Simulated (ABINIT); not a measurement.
# InP (F-43m) in ABINIT: settings compared

One crystal, InP, is run at these levels: PBE, PBEsol; tasks: single point.

Program: ABINIT 10.8.3 (patched build). These are calculated values, not measurements. Logs are shortened: lines on timing, memory, paths and dates and some standing lists are left out, and cuts for length are marked. The log counts tension as positive stress, the text compression.

**Experimental background.**

A printed reference work, data compilation reports, for a bulk crystal of InP at 1.6 K: band gap 1.4236 eV (direct).

How close the calculation comes is told below.

### Step 1. The structure

It takes space group F-43m (No. 216, cubic). Conventional cell: a = 5.861 Å, b = 5.861 Å, c = 5.861 Å, α = 90.00°, β = 90.00°, γ = 90.00°. In (site symmetry -43m) has 4 P at 2.54 Å as nearest neighbours. P (site symmetry -43m) is surrounded by 4 In at 2.54 Å.

### Step 2. Single point, PBE

run.abi reads:

```
# Pseudopotentials
pp_dirpath "./"
pseudos "In.upf, P.upf"

# Structure
acell 3*1.0
rprim
     0.0000000000     5.5378424082     5.5378424082
     5.5378424082     0.0000000000     5.5378424082
     5.5378424082     5.5378424082     0.0000000000
ntypat 2
znucl 49 15
natom 2
typat 1 2
xred
     0.0000000000     0.0000000000     0.0000000000
     0.7500000000     0.7500000000     0.7500000000

# Plane-wave basis
ecut 35.0

# k points
kptopt 1
ngkpt 6 6 6
nshiftk 1
shiftk 0.0 0.0 0.0

# Exchange and correlation
ixc 11

# Bands and occupations
nband 13
occopt 3
tsmear 0.05 eV

# SCF cycle
nstep 100
tolvrs 1.0e-10

# Output
iomode 3
prtwf 0
prtden 0
prteig 0
prtebands 0
enunit 2
prtvol 2
```

Potentials or basis: Ansatz NC PBE.

Launch:

```bash
abinit run.abi > log 2>&1
```

run.abo:

```text
[... set-up lines left out ...]
 ETOT  1  -72.674680639273    -7.267E+01 4.977E-01 3.669E+02
 ETOT  2  -73.349943136269    -6.753E-01 2.193E-02 1.722E+02
 ETOT  3  -73.370157213417    -2.021E-02 2.144E-03 8.788E+00
 ETOT  4  -73.371014222344    -8.570E-04 9.245E-04 5.014E-01
 ETOT  5  -73.371050432954    -3.621E-05 3.087E-04 5.475E-02
 ETOT  6  -73.371055360803    -4.928E-06 1.771E-04 1.448E-02
 ETOT  7  -73.371057133637    -1.773E-06 6.755E-05 3.013E-05
 ETOT  8  -73.371057140823    -7.186E-09 7.427E-05 5.834E-07
 ETOT  9  -73.371057141029    -2.058E-10 3.490E-05 1.633E-07
 ETOT 10  -73.371057141056    -2.693E-11 3.121E-05 4.187E-09
 ETOT 11  -73.371057141059    -3.425E-12 1.830E-05 7.268E-10
 ETOT 12  -73.371057141057     1.563E-12 1.287E-05 3.067E-11

 At SCF step   12       vres2   =  3.07E-11 < tolvrs=  1.00E-10 =>converged.

 Cartesian components of stress tensor (hartree/bohr^3)
  sigma(1 1)= -1.15551016E-04  sigma(3 2)=  0.00000000E+00
  sigma(2 2)= -1.15551016E-04  sigma(3 1)=  0.00000000E+00
  sigma(3 3)= -1.15551016E-04  sigma(2 1)=  0.00000000E+00

--- !ResultsGS
iteration_state: {dtset: 1, }
comment   : Summary of ground state results
lattice_vectors:
- [  0.0000000,   5.5378424,   5.5378424, ]
- [  5.5378424,   0.0000000,   5.5378424, ]
- [  5.5378424,   5.5378424,   0.0000000, ]
lattice_lengths: [   7.83169,    7.83169,    7.83169, ]
lattice_angles: [ 60.000,  60.000,  60.000, ] # degrees, (23, 13, 12)
lattice_volume:   3.3966576E+02
convergence: {deltae:  1.563E-12, res2:  3.067E-11, residm:  1.287E-05, diffor: null, }
etotal    :  -7.33710571E+01
entropy   :   0.00000000E+00
fermie    :   1.88584430E-01
cartesian_stress_tensor: # hartree/bohr^3
- [ -1.15551016E-04,   0.00000000E+00,   0.00000000E+00, ]
- [  0.00000000E+00,  -1.15551016E-04,   0.00000000E+00, ]
- [  0.00000000E+00,   0.00000000E+00,  -1.15551016E-04, ]
pressure_GPa:   3.3996E+00
xred      :
- [  0.0000E+00,   0.0000E+00,   0.0000E+00, In]
- [  7.5000E-01,   7.5000E-01,   7.5000E-01,  P]
cartesian_forces: # hartree/bohr
- [  1.51945753E-30,   1.51945753E-30,  -4.55837258E-30, ]
- [ -1.51945753E-30,  -1.51945753E-30,   4.55837258E-30, ]
force_length_stats: {min:   5.03947050E-30, max:   5.03947050E-30, mean:   5.03947050E-30, }
...

 Integrated electronic density in atomic spheres:
 ------------------------------------------------
 Atom  Sphere_radius  Integrated_density
    1        2.00000          9.89204508
    2        2.00000          2.75963863
================================================================================

[... 169 lines left out ...]
   2.00000    2.00000    2.00000    2.00000    2.00000    2.00000    2.00000    2.00000
   2.00000    0.00000    0.00000    0.00000    0.00000
 Fermi (or HOMO) energy (eV) =   5.13164   Average Vxc (eV)=  -9.41692
 Eigenvalues (   eV  ) for nkpt=  16  k points:
 kpt#   1, nband= 13, wtk=  0.00463, kpt=  0.0000  0.0000  0.0000 (reduced coord)
  -9.49067   -9.49067   -9.49067   -9.34217   -9.34217   -6.76706    4.75175    4.75175
   4.75175    5.45591    8.84697    8.84697    8.84697
 kpt#   2, nband= 13, wtk=  0.03704, kpt=  0.1667  0.0000  0.0000 (reduced coord)
  -9.52180   -9.47832   -9.47832   -9.34169   -9.34169   -6.45477    2.56859    4.44818
   4.44818    6.55049    9.24700    9.28479    9.28479
 kpt#   3, nband= 13, wtk=  0.03704, kpt=  0.3333  0.0000  0.0000 (reduced coord)
  -9.57971   -9.45885   -9.45885   -9.33512   -9.33512   -5.64819    0.18660    3.97710
   3.97710    6.40452    9.62172    9.62172   11.02129
 kpt#   4, nband= 13, wtk=  0.01852, kpt=  0.5000  0.0000  0.0000 (reduced coord)
  -9.60696   -9.45236   -9.45236   -9.32840   -9.32840   -5.04665   -0.97970    3.78228
   3.78228    6.24825    9.56115    9.56115   11.85374
 kpt#   5, nband= 13, wtk=  0.02778, kpt=  0.1667  0.1667  0.0000 (reduced coord)
  -9.54397   -9.46563   -9.46563   -9.35285   -9.33349   -6.35217    2.60295    3.93913
   3.93913    7.40232    7.88102   10.04266   10.04266
 kpt#   6, nband= 13, wtk=  0.11111, kpt=  0.3333  0.1667  0.0000 (reduced coord)
  -9.58931   -9.44807   -9.44295   -9.35740   -9.32585   -5.70226    0.80034    3.25453
[... 16 lines left out ...]
 kpt#  12, nband= 13, wtk=  0.05556, kpt= -0.3333  0.3333  0.0000 (reduced coord)
  -9.63088   -9.43036   -9.41191   -9.35586   -9.33018   -4.54013   -0.72021    1.36598
   3.08608    7.36693    9.83959   11.54492   11.84311
 kpt#  13, nband= 13, wtk=  0.01389, kpt=  0.5000  0.5000  0.0000 (reduced coord)
  -9.67285   -9.39287   -9.38689   -9.38689   -9.30737   -4.39311   -1.00086    2.43391
   2.43391    6.51371    7.01763   13.95840   14.33629
 kpt#  14, nband= 13, wtk=  0.11111, kpt=  0.5000  0.3333  0.1667 (reduced coord)
  -9.62026   -9.43670   -9.41843   -9.36127   -9.32394   -5.01951   -0.13441    2.04891
   3.03973    8.30425    8.54261    9.82089   12.25072
 kpt#  15, nband= 13, wtk=  0.11111, kpt= -0.3333  0.3333  0.1667 (reduced coord)
  -9.62975   -9.43720   -9.40788   -9.35559   -9.32876   -4.53906   -0.76181    1.65707
   2.67761    8.40556    9.02720   10.45562   12.18033
 kpt#  16, nband= 13, wtk=  0.05556, kpt= -0.3333  0.5000  0.1667 (reduced coord)
  -9.64902   -9.41887   -9.39561   -9.36944   -9.32047   -4.33464   -0.89091    1.94722
   1.97218    8.03254    8.37331   11.54306   11.82769
 Total charge density [el/Bohr^3]
)     Maximum=    1.0826E+00  at reduced coord.    0.0222    0.0889    0.8889
)Next maximum=    1.0826E+00  at reduced coord.    0.0000    0.0889    0.8889
)     Minimum=    4.0091E-04  at reduced coord.    0.0000    0.0000    0.0000
)Next minimum=    2.0131E-03  at reduced coord.    0.5111    0.4889    0.4889
   Integrated=    1.8000E+01

--- !EnergyTerms
iteration_state     : {dtset: 1, }
comment             : Components of total free energy in Hartree
kinetic             :  4.43988824182197E+01
hartree             :  1.83975029528513E+01
xc                  : -2.21122308540922E+01
Ewald energy        : -4.48602020983076E+01
psp_core            :  1.58879292680631E+00
local_psp           : -5.72482071319808E+01
non_local_psp       : -1.35355949356529E+01
internal            : -7.33710567221562E+01
'-kT*entropy'       : -4.18901179908717E-07
total_energy        : -7.33710571410574E+01
total_energy_eV     : -1.99652817514125E+03
band_energy         : -3.41987660802519E+00
...

 Cartesian components of stress tensor (hartree/bohr^3)
  sigma(1 1)= -1.15551016E-04  sigma(3 2)=  0.00000000E+00
  sigma(2 2)= -1.15551016E-04  sigma(3 1)=  0.00000000E+00
  sigma(3 3)= -1.15551016E-04  sigma(2 1)=  0.00000000E+00

-Cartesian components of stress tensor (GPa)         [Pressure=  3.3996E+00 GPa]
- sigma(1 1)= -3.39962826E+00  sigma(3 2)=  0.00000000E+00
- sigma(2 2)= -3.39962826E+00  sigma(3 1)=  0.00000000E+00
- sigma(3 3)= -3.39962826E+00  sigma(2 1)=  0.00000000E+00

== END DATASET(S) ==============================================================
================================================================================

 -outvars: echo values of variables after computation  --------
            acell      1.0000000000E+00  1.0000000000E+00  1.0000000000E+00 Bohr
           etotal     -7.3371057141E+01
            fcart      1.5194575255E-30  1.5194575255E-30 -4.5583725766E-30
                      -1.5194575255E-30 -1.5194575255E-30  4.5583725766E-30
            rprim      0.0000000000E+00  5.5378424082E+00  5.5378424082E+00
                       5.5378424082E+00  0.0000000000E+00  5.5378424082E+00
                       5.5378424082E+00  5.5378424082E+00  0.0000000000E+00
           strten     -1.1555101587E-04 -1.1555101587E-04 -1.1555101587E-04
                       0.0000000000E+00  0.0000000000E+00  0.0000000000E+00
           xangst      0.0000000000E+00  0.0000000000E+00  0.0000000000E+00
                       4.3957499970E+00  4.3957499970E+00  4.3957499970E+00
             xred      0.0000000000E+00  0.0000000000E+00  0.0000000000E+00
                       7.5000000000E-01  7.5000000000E-01  7.5000000000E-01
 Calculation completed.
```

Wall time 25 s (1 thread of Arm Neoverse V2, shared host); peak memory 0.09 GiB.

Results:

| Property | Result |
| --- | --- |
| Free energy | -1996.5282 eV |
| Pressure | 3.4 GPa |
| Band gap on the k mesh | 0.70 eV, direct |
| Valence electrons inside the program's atomic spheres | In 9.89; P 2.76 |

Levels at points of the mesh, in eV from the valence-band top:
| k point | band 6 | band 7 | band 8 | band 9 | band 10 | band 11 | band 12 | band 13 |
| --- | --- | --- | --- | --- | --- | --- | --- | --- |
| (0.00, 0.00, 0.00) | -11.52 | 0.00 | 0.00 | 0.00 | 0.70 | 4.10 | 4.10 | 4.10 |
| (0.50, 0.00, 0.00) | -9.80 | -5.73 | -0.97 | -0.97 | 1.50 | 4.81 | 4.81 | 7.10 |
| (0.50, 0.50, 0.00) | -9.14 | -5.75 | -2.32 | -2.32 | 1.76 | 2.27 | 9.21 | 9.58 |

Caveat: spin-orbit coupling is left out, which moves the levels of the heavy elements.

### Step 3. Single point, PBEsol

run.abi reads:

```
pp_dirpath "./"
pseudos "In.upf, P.upf"

acell 4.1443528445 4.1443528445 4.1443528445 Angstrom
rprim
     0.0000000000     0.7071067812     0.7071067812
     0.7071067812     0.0000000000     0.7071067812
     0.7071067812     0.7071067812     0.0000000000
ntypat 2
znucl 49 15
natom 2
typat 1 2
xcart
     0.0000000000     0.0000000000     0.0000000000
     4.3957500000     4.3957500000     4.3957500000 Angstrom

ecut 31.0

kptopt 1
ngkpt 6 6 6
nshiftk 1
shiftk 0.0 0.0 0.0

ixc -116133

nband 13
occopt 3
tsmear 0.05 eV

nstep 100
tolvrs 1.0e-10

iomode 3
prtwf 0
prtden 0
prteig 0
prtebands 0
enunit 1
prtvol 2
```

Potentials or basis: PseudoDojo NC SR PBEsol v0.4.1 standard.

Launch:

```bash
abinit run.abi > log 2>&1
```

Wall time 22 s (1 thread of Arm Neoverse V1, shared host); peak memory 0.08 GiB.

It converged, with:

```
Free energy                                           : -1992.7719 eV
Pressure                                              : 0.1 GPa
Band gap on the k mesh                                : 0.61 eV, direct
Valence electrons inside the program's atomic spheres : In 9.92; P 2.77
```

Levels at points of the mesh, in eV from the valence-band top:
```tsv
k point	band 6	band 7	band 8	band 9	band 10	band 11	band 12	band 13
(0.00, 0.00, 0.00)	-11.55	0.00	0.00	0.00	0.61	4.01	4.01	4.01
(0.50, 0.00, 0.00)	-9.80	-5.80	-0.98	-0.98	1.40	4.73	4.73	6.97
(0.50, 0.50, 0.00)	-9.14	-5.82	-2.35	-2.35	1.63	2.16	9.11	9.51
```

Caveat: spin-orbit coupling is left out, which moves the levels of the heavy elements.

### Step 4. Comparison with measurements

Step 2. Measured gap of InP: 1.4236 eV (direct; 1.6 K; a printed reference work, data compilation). This calculation gives 0.70 eV (-0.72 eV). Spin-orbit coupling on In is left out. The value is that of PBE, without temperature or zero-point motion. Semilocal functionals fall short of measured gaps as a rule.

Step 3. Against the measured gap of InP, 1.4236 eV (direct; 1.6 K; a printed reference work, data compilation), the calculated 0.61 eV is off by -0.81 eV. Spin-orbit coupling on In is left out. The value is that of PBEsol, without temperature or zero-point motion. Semilocal functionals fall short of measured gaps as a rule.
